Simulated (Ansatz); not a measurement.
A run of Ansatz 0.2.0 is set up as follows.

The input input.yaml:

```yaml
crystal:
  lattice:
    - [-1.58422, 1.58422, 1.58422]
    - [1.58422, -1.58422, 1.58422]
    - [1.58422, 1.58422, -1.58422]
  atoms:
    - { symbol: Pt, position: [0.0, 0.0, 0.0] }
hamiltonian:
  xc: pbesol
  pseudopotentials: { kind: paw }
kpoints:
  mp_grid: { grid: [12, 12, 12] }
  band_path:
    path:
      - [[0.0, 0.0, 0.0], [0.5, -0.5, 0.5], [0.0, 0.0, 0.5], [0.0, 0.0, 0.0], [0.25, 0.25, 0.25], [0.5, -0.5, 0.5]]
      - [[0.25, 0.25, 0.25], [0.0, 0.0, 0.5]]
    npoints: 14
scf:
  occupations: { method: fermi_dirac, width: 0.05 }
  n_extra_bands: 6
output:
  forces: true
  stress: true
  eigenvalues: true
  fatbands: true
```

Potentials or basis: Ansatz PAW.

The run is started by

```sh
$ ansatz run input.yaml --threads 2 --pin off --max-ram 5632MiB --backend cpu --events-out ev --progress --plain --runs-dir out
```

Task: Predict the band gap on the k mesh.

Result: None (metal or under the smearing width).

Task: What does it give for the pressure?

Result: -11.2 GPa.

Levels at the corners of the path, in eV from the Fermi level:
| point | band 6 | band 7 | band 8 | band 9 | band 10 | band 11 | band 12 | band 13 |
| --- | --- | --- | --- | --- | --- | --- | --- | --- |
| Γ | -3.39 | -3.39 | -3.39 | -0.90 | -0.90 | 17.08 | 17.08 | 17.08 |
| H | -5.96 | 0.59 | 0.59 | 0.59 | 7.66 | 7.66 | 7.66 | 12.70 |
| N | -4.81 | -1.09 | -0.58 | 0.28 | 1.12 | 6.29 | 13.26 | 15.80 |
| Γ | -3.39 | -3.39 | -3.39 | -0.90 | -0.90 | 17.08 | 17.08 | 17.08 |
| P | -4.19 | -4.19 | -0.51 | -0.51 | 4.75 | 9.39 | 9.39 | 9.39 |
| H | -5.96 | 0.59 | 0.59 | 0.59 | 7.66 | 7.66 | 7.66 | 12.70 |
| P | -4.19 | -4.19 | -0.51 | -0.51 | 4.75 | 9.39 | 9.39 | 9.39 |
| N | -4.81 | -1.09 | -0.58 | 0.28 | 1.12 | 6.29 | 13.26 | 15.80 |

Caveat: spin-orbit coupling is left out, which moves the levels of the heavy elements; the PAW data sets come from PBE, with cores solved anew for the run's functional, which leaves a small shift of forces and pressure.
